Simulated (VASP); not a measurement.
Wanted: the native input for a VASP 6.6.1 run.

- Task: single point
- Functional: PBE
- Potentials or basis: VASP PAW PBE potentials, release 64 (Ca_sv, B)
- Cutoff: 520 eV
- k mesh: 6 × 6 × 4
- Occupations: gaussian, width 0.1 eV
- Spin: no spin polarisation
- Dipole correction: no
- Further INCAR settings: ALGO = Normal; EDIFF = 1e-06; NBANDS = 15

The structure of CaB2 lies in POSCAR:

```
CaB2
1.0
    3.2264302843      0.0000000000      0.0000000000
   -1.6132151421      2.7941705897      0.0000000000
    0.0000000000      0.0000000000      4.0673920000
Ca B
1 2
Direct
    0.0000000000      0.0000000000      0.0000000000
    0.3333333333      0.6666666667      0.5000000000
    0.6666666667      0.3333333333      0.5000000000
```

The cell comes from a database or a generator and needn't be the stable form of this composition.

These files were run (other wordings do the same):

INCAR

```
  ALGO = Normal
  EDIFF = 1E-6
  ENCUT = 520
  GGA = PE
  ISIF = 2
  ISMEAR = 0
  LASPH = T
  LCHARG = F
  LREAL = F
  LWAVE = F
  NBANDS = 15
  NELM = 100
  PREC = Accurate
  SIGMA = 0.1
```

KPOINTS

```
k-points
0
Gamma
  6 6 4
```

Potentials or basis: VASP PAW PBE potentials, release 64 (Ca_sv, B).

Launch:

```bash
$ cat potpaw_PBE.64/Ca_sv/POTCAR potpaw_PBE.64/B/POTCAR > POTCAR
$ mpirun -np 1 vasp_std > vasp.out
```

It gave:

* Pressure: 0.0 GPa
* Band gap on the k mesh: none (metal or under the smearing width)

Caveat: the k mesh is coarse (spacing up to 0.39 Å⁻¹), so the values aren't converged.

Run time: 5.5 s on 1 thread of Intel(R) Xeon(R) 6975P-C (Granite Rapids), with other jobs on the host, peak memory 0.15 GiB.
